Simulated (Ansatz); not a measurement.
**Biaxial strain in GaN (F-43m)**

```
CELL_PARAMETERS angstrom
2.24895 2.24895 0.00000
-2.24895 2.24895 0.00000
0.00000 2.24895 2.24895
ATOMIC_POSITIONS crystal
Ga 0.00000 0.00000 0.00000
N 0.25000 0.75000 0.50000
```

This cell was relaxed by PAW under r²SCAN. A film on a (001) substrate is mimicked by stretching x and y by ε∥; the length along z and the atoms then relax by PAW (default files of Ansatz 0.2.0, cutoff 500 eV, stress met within about 0.05 GPa). Stress and levels come from r²SCAN, PAW on Ansatz 0.2.0's default frozen-core files (fitted under PBE), scalar-relativistic; k mesh 10×10×10, fixed occupations, cutoff 500 eV. Conduction levels are in eV over the valence top, at fixed fractional wave vectors.

| ε∥ (%) | ε⊥ (%) | σ∥ (GPa, tension positive) | Γ | X ⊥ z | X ∥ z | L (oblique) | 2nd valence level at Γ | 3rd |
| --- | --- | --- | --- | --- | --- | --- | --- | --- |
| -2.0 | 2.085 | -5.88 | 2.227 | 3.628 | 3.917 | 5.249 | 0.000 | -0.209 |
| -1.0 | ? | ? | ? | ? | ? | ? | ? | ? |
| -0.5 | 0.532 | -1.39 | 2.183 | 3.737 | 3.807 | 5.239 | 0.000 | -0.049 |
| 0.0 | 0.000 | 0.00 | 2.168 | 3.774 | 3.774 | 5.225 | 0.000 | 0.000 |
| 0.5 | -0.539 | 1.34 | 2.106 | 3.764 | 3.696 | 5.157 | -0.048 | -0.048 |
| 1.0 | -1.087 | 2.64 | 2.044 | 3.756 | 3.621 | 5.086 | -0.094 | -0.094 |
| 2.0 | -2.208 | 5.09 | 1.927 | 3.746 | 3.484 | 4.936 | -0.181 | -0.181 |

The last two columns are counted from the highest valence level at Γ.

**Question.** How does the film contract along z, and how stiff is it in the plane?

**Answer.** Quadratic fits through the 6 rows shown have slopes dε⊥/dε∥ = -1.073 and dσ∥/dε∥ = 274.3 GPa at zero strain. Elasticity asks −2C12/C11 = -1.074 and C11 + C12 − 2C12²/C11 = 273.1 GPa, from PAW constants C11 = 284.4, C12 = 152.7 GPa. At the level of the σ∥ column the films keep up to 0.02 GPa along z against the unstrained cell; this and the cubic term, which a quadratic fit over ±2 % leaves out, limit the agreement.

**Question.** Which shear deformation potential b does the valence splitting give?

**Answer.** Without spin-orbit coupling the single level moves against the pair by 3b(ε⊥ − ε∥): -0.0494 eV at ε⊥ − ε∥ = 0.01032 and 0.0476 eV at -0.01039, so b = -1.56 eV.

**Question.** Fill the row at ε∥ = -1.0 %.

**Answer.** The fits give ε⊥ = 1.058 % and σ∥ = -2.84 GPa. Computed: ε⊥ (%) = 1.056, σ∥ (GPa, tension positive) = -2.84, Γ = 2.198, X ⊥ z = 3.701, X ∥ z = 3.842, L (oblique) = 5.248, 2nd valence level at Γ = 0.000, 3rd = -0.101. The levels have a kink at zero strain, where another valence state takes the top, so one parabola doesn't fit them.

**Question.** How fast does the least gap among these points move on each side of zero strain?

**Answer.** dE_g/dε∥ is -30 meV per % on the compressed side and -125 on the stretched side, so the gap rises under compression and falls under tension. The lowest conduction level stays at Γ.

Limits of these numbers: this zinc-blende form is metastable at ambient conditions; frozen-core PAW files fitted under PBE, their cores solved anew for the functional of the run; no spin-orbit coupling on heavy atoms; semilocal gaps are low, and the spacing of valleys can be off by tenths of an eV; levels are read at fixed fractional k, so an edge that moves off these points is missed.
